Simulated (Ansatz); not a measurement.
# Sn (I4_1/amd) in Ansatz: equation of state

Aim: energy against volume of Sn in PBEsol, for its equilibrium volume and stiffness.

Program: Ansatz 0.2.0. These are calculated values, not measurements. Logs are shortened: lines on timing, memory, paths and dates and some standing lists are left out, and cuts for length are marked.

### Step 1. The structure

Symmetry: I4_1/amd, No. 141, tetragonal system. The conventional cell has a = 5.880 Å, b = 5.880 Å, c = 3.199 Å, α = 90.00°, β = 90.00°, γ = 90.00°. Sn (site symmetry -4m2) has 6 Sn at 3.05 to 3.20 Å as nearest neighbours.

### Step 2. Equation of state, PBEsol

Potentials or basis: all-electron LAPW, scalar-relativistic.

This step only gathers the single runs of the series.

Results:

* Equilibrium volume: 26.90 Å³/atom
* Bulk modulus at fixed shape and positions: 56 GPa
* Pressure derivative of the bulk modulus: 4.6

Energy against volume, from the lowest point:
| volume (Å³/atom) | energy (meV/atom) |
| --- | --- |
| 25.991 | 5.44 |
| 26.544 | 0.58 |
| 27.097 | 0.00 |
| 27.650 | 3.22 |
| 28.203 | 9.83 |
| 28.756 | 19.46 |
| 29.309 | 31.78 |

Caveat: the cell was scaled at fixed shape and fractional positions, which overstates the stiffness of a crystal with free parameters, most of all of layers and chains.
